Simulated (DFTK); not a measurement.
MgO under changes of volume

One of the cells (9.221 Å³/atom); the others are scaled copies at fixed shape and fractional positions:

```
Mg O
1.0
     0.00000    2.09700    2.09700
     2.09700    0.00000    2.09700
     2.09700    2.09700    0.00000
Mg O
1 1
Direct
  0.00000 0.00000 0.00000
  0.50000 0.50000 0.50000
```

The cell is a database's computed one.

```yaml
Program: DFTK 0.8.2
Functional: PBE
Potentials_or_basis: dojo.nc.sr.pbe.v0_4_1.standard.upf (PBE)
Cutoff: 1143 eV
k_mesh: 11 × 11 × 11
Occupations: fermi-dirac, width 0.05 eV
Spin: no spin polarisation
```

```tsv
volume (Å³/atom)	energy over the lowest point (meV/atom)	pressure (GPa)	gap on the mesh (eV)
8.668	?	?	?
8.853	32.42	14.5	5.31
9.037	17.99	10.4	5.10
9.221	8.06	6.7	4.89
9.406	2.19	3.4	4.70
9.590	0.00	0.3	4.51
9.775	1.15	-2.4	4.34
```

Problem. What does the run at 8.668 Å³/atom give?

Solution. Energy over the lowest point 51.80 meV/atom; pressure 19.1 GPa; gap on the mesh 5.54 eV.

Worked out: A Birch-Murnaghan fit of order 3 (a polynomial in V^(-2/3)) to the other rows has its minimum at 9.62 Å³/atom with B0 = V·E''(V) = 148 GPa and B' = 4.3. It gives 51.97 meV/atom at 8.668 Å³/atom, against the run's 51.80, and -dE/dV = 19.3 GPa, against 19.1. A straight line through the other rows of the gap, of slope -9.82 eV per unit of ln V (its deformation potential), extrapolates to 5.51 eV, against the run's 5.54.

Energies are extrapolated to zero smearing.
